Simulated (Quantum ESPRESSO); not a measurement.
Mn3Si:

```xyz
4
Lattice="0.0000 2.8610 2.8610 2.8610 0.0000 2.8610 2.8610 2.8610 0.0000" Properties=species:S:1:pos:R:3 pbc="T T T"
Mn    4.2915    4.2915    4.2915
Mn    1.4305    1.4305    1.4305
Mn    2.8610    2.8610    2.8610
Si    0.0000    0.0000    0.0000
```

Base run:

- Program: Quantum ESPRESSO 7.5
- Functional: PBEsol
- Potentials or basis: PseudoDojo 0.4.1 SR PBEsol standard
- Cutoff: 1306 eV
- Density cutoff: 5225 eV
- k mesh: 8 × 8 × 8
- Occupations: fermi-dirac, width 0.05 eV
- Spin: collinear spin, ferromagnetic start
- Starting moments: [4.0, 4.0, 4.0, 0.0] μB

Its results: band gap on the k mesh none (metal or under the smearing width); pressure -15.3 GPa; net moment 1.01 μB per cell; site moments Mn -0.86, +2.64; Si +0.04 μB.

Task: The run is repeated on the same cell with these changes: potentials or basis from PseudoDojo 0.4.1 SR PBEsol standard to PseudoDojo 0.4 SR PBEsol stringent; cutoff from 1306 eV to 1769 eV; density cutoff from 5225 eV to 7075 eV. What comes out?

Result: Band gap on the k mesh none (metal or under the smearing width); pressure -16.0 GPa; net moment 1.01 μB per cell; site moments Mn -0.80, +2.53; Si +0.04 μB.
